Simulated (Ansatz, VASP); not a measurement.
# Two plane-wave programs on BaS

The input INCAR:

```
SYSTEM = BaS
  ALGO = Normal
  EDIFF = 1E-6
  ENCUT = 520
  GGA = PE
  ISIF = 2
  ISMEAR = -1
  LASPH = .True.
  LCHARG = .False.
  LREAL = .False.
  LWAVE = .False.
  NBANDS = 15
  NELM = 60
  PREC = Accurate
  SIGMA = 0.02
```

KPOINTS

```
k-points
0
Gamma
  8 8 8
  0 0 0
```

Contents of POSCAR:

```
BaS
1.0
    0.0000000000      3.2117958739      3.1600859603
    3.2117958739      0.0000000000      3.1600859603
    3.2117958739      3.2117958739      0.0000000000
Ba S
1 1
Direct
    0.0000000000      0.0000000000      0.0000000000
    0.5000000000      0.5000000000      0.5000000000
```

Input for Ansatz:

```yaml
crystal:
  lattice:
    - [0.0, 3.2117958739, 3.1600859603]
    - [3.2117958739, 0.0, 3.1600859603]
    - [3.2117958739, 3.2117958739, 0.0]
  atoms:
    - { symbol: Ba, position: [0.0, 0.0, 0.0] }
    - { symbol: S, position: [0.5, 0.5, 0.5] }
kpoints:
  mp_grid: { grid: [8, 8, 8] }
  band_path:
    path:
      - [0.0, 0.0, 0.0]
      - [0.5, 0.0, 0.5]
      - [0.625, 0.25, 0.625]
      - [0.375, 0.375, 0.75]
      - [0.5, 0.5, 0.5]
      - [0.5, 0.25, 0.75]
    npoints: 1
hamiltonian:
  xc: pbe
scf:
  occupations: { method: fermi_dirac, width: 0.02 }
  n_extra_bands: 4
output:
  forces: true
  stress: true
  eigenvalues: true
```

Change from the starting cell: uniaxial_z strain -1.6%.

Alike in both runs: task single point; functional PBE; k mesh 8 × 8 × 8; occupations fermi-dirac, width 0.02 eV; no spin polarisation.

|  | VASP | Ansatz |
| --- | --- | --- |
| version | VASP 6.6.1 | Ansatz 0.2.0 |
| potentials or method | VASP PAW PBE potentials, release 64 (Ba_sv, S) | plane waves, PAW |
| plane-wave cutoff (eV) | 520 | 420 |
| valence electrons in the cell | 16 | 16 |

```csv
,VASP,Ansatz,Ansatz less VASP
gap on the k mesh at the Fermi level (eV),2.06,2.17,+0.102
pressure (GPa),1.4,0.8,-0.59
largest component of the traceless stress (GPa),0.98,0.89,-0.088
```

Caveats: spin-orbit coupling is left out, which moves the levels of the heavy elements. A k mesh can miss the band edges.
